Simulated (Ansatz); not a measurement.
# InP: energy over volume and cell shape

Aim: map the energy of InP (F-43m, No. 216; 2 atoms in the cell) over two coordinates, and find its wells, ridges and stiffness.

The COD entry's cell or inner coordinates are ideal or old and differ from later refinements, so a difference from it is no clean test against experiment.

Program: Ansatz 0.2.0. Level of theory: DFT LDA, scalar-relativistic, plane waves, PAW. These are calculated values, not measurements.

17 further runs of the same task are left out: 17 set aside as unsound or not needed.

## 1. The starting structure

Symmetry: F-43m, No. 216, cubic system. The conventional cell has a = 5.827 Å, b = 5.827 Å, c = 5.827 Å, α = 90.00°, β = 90.00°, γ = 90.00°. Around In (site symmetry -43m) lie 4 P at 2.52 Å. P (site symmetry -43m) is surrounded by 4 In at 2.52 Å.

Structure file:

```cif
data_structure
_symmetry_space_group_name_H-M 'P 1'
_symmetry_Int_Tables_number 1
_cell_length_a 4.1203
_cell_length_b 4.1203
_cell_length_c 4.1203
_cell_angle_alpha 60.000
_cell_angle_beta 60.000
_cell_angle_gamma 60.000
_cell_volume 49.46
loop_
_atom_site_label
_atom_site_type_symbol
_atom_site_fract_x
_atom_site_fract_y
_atom_site_fract_z
_atom_site_occupancy
In1 In 0.00000 0.00000 0.00000 1
P1 P 0.75000 0.75000 0.75000 1
```

It is the result of an earlier relaxation at this level (volume 24.73 Å³/atom; gap on the mesh: 0.57 eV).

## 3. Plan of the scan

The energy is mapped over volume and the cell's shape.

- volume per atom: 7 values from 22.75 to 26.71 Å³
- c/a of the conventional cell: 7 values from 0.834 to 1.200

Nothing else is relaxed (symmetry fixes all fractional coordinates). Energies count from the relaxed crystal. Points are written as (first, second).

(The set-up runs are not shown.)

## 4. The run at (22.75 Å³, 0.834)

input.yaml reads:

```yaml
crystal:
  lattice:
    - [0.0, 2.5098339926, 3.0108373232]
    - [3.0108373232, 0.0, 3.0108373232]
    - [3.0108373232, 2.5098339926, 0.0]
  atoms:
    - { symbol: In, position: [0.0, 0.0, 0.0] }
    - { symbol: P, position: [0.75, 0.75, 0.75] }
basis:
  ecutwfc: 420
kpoints:
  mp_grid: { grid: [12, 12, 12] }
hamiltonian:
  xc: lda
  pseudopotentials: { kind: paw, azcp: { folder: soft_1 } }
scf:
  occupations: { method: gaussian, width: 0.05 }
output:
  forces: true
  stress: true
  eigenvalues: true
```

Command:

```sh
> ansatz run input.yaml --threads 1 --pin off --max-ram 2048MiB --backend cpu --events-out ev --progress --plain --runs-dir out
```

Further runs follow: the other points that were computed.

**Question.** What will these runs give? Wanted: lowest point; highest computed point; band gap on the k-mesh.

**Answer**, as computed:

```
                   quantity                                                                             value
               lowest point                                                     (24.73 Å³, 1.000), 0 meV/atom
     highest computed point                                  (26.71 Å³, 1.200), 130 meV/atom above the lowest
band gap on the k-mesh (eV)  0.00 at (24.73 Å³, 1.200) to 1.02 at (22.75 Å³, 1.000); 0.57 at the lowest point
        time for all points                                                  4.2 min on 1 thread, shared host
```

**Reading.** The lowest computed point is at (24.73 Å³, 1.000), which is the relaxed crystal itself. No other kind of well shows on this grid. The highest computed point, (26.71 Å³, 1.200), lies 130 meV/atom above the lowest. Round the minimum the two coordinates are nearly uncoupled. The gap closes in part of the range.

The gaps are Kohn-Sham values of a semilocal functional, not quasiparticle or optical gaps. Such gaps usually fall short of the measured ones.
